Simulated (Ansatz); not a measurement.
# SiC: the cost of one run

Program: Ansatz 0.2.0. Level of theory: DFT PBE, scalar-relativistic, plane waves, PAW. These are calculated values, not measurements.

The COD entry's cell or inner coordinates are ideal or old and differ from later refinements, so a difference from it is no clean test against experiment.

8 further runs of the same task are left out: 8 set aside as unsound or not needed.

### Step 1. The structure to begin with

The structure is cubic, space group F-43m (No. 216). Conventional cell: a = 4.380 Å, b = 4.380 Å, c = 4.380 Å, α = 90.00°, β = 90.00°, γ = 90.00°. Si (site symmetry -43m) is surrounded by 4 C at 1.90 Å. Around C (site symmetry -43m) lie 4 Si at 1.90 Å.

Coordinates:

```
CELL_PARAMETERS angstrom
0.00000 2.18986 2.18986
2.18986 0.00000 2.18986
2.18986 2.18986 0.00000
ATOMIC_POSITIONS crystal
Si 0.00000 0.00000 0.00000
C 0.75000 0.75000 0.75000
```

It is the result of an earlier relaxation at this level (volume 10.50 Å³/atom; gap on the mesh: 1.37 eV).

### Step 2. The scan

The energy is mapped over two homogeneous strains; x, y and z are the crystal's own axes (z along the conventional c), which in the input's Cartesian frame point along (1.00, 0.00, 0.00), (0.00, 0.00, -1.00), (0.00, 1.00, 0.00).

- strain +e along x and -e along y: 9 values from −7.00 to 7.00 %
- strain +e along z and -e/2 along x and y: 9 values from −4 to 4 %

Nothing else is relaxed (symmetry fixes all fractional coordinates). Energies count from the relaxed crystal. Points are written as (first, second).

### Step 3. Grid point (−7.00 %, 4 %)

Contents of input.yaml:

```yaml
crystal:
  lattice:
    - [0.0, 2.2774530407, 2.2993516276]
    - [1.9927714106, 0.0, 2.2993516276]
    - [1.9927714106, 2.2774530407, 0.0]
  atoms:
    - { symbol: Si, position: [0.0, 0.0, 0.0] }
    - { symbol: C, position: [0.75, 0.75, 0.75] }
basis:
  ecutwfc: 520.0
kpoints:
  mp_grid: { grid: [10, 10, 10] }
hamiltonian:
  xc: pbe
scf:
  occupations: { method: gaussian, width: 0.05 }
output:
  forces: true
  stress: true
  eigenvalues: true
```

The run is started by

```sh
> ansatz run input.yaml --threads 1 --pin off --max-ram 2048MiB --backend cpu --events-out ev --progress --plain --runs-dir out
```

Q: Estimate wall time and peak memory on 1 thread of Intel Xeon 6975P-C (Granite Rapids), shared host.

About 1.9 s, with a peak of 0.4 GiB.
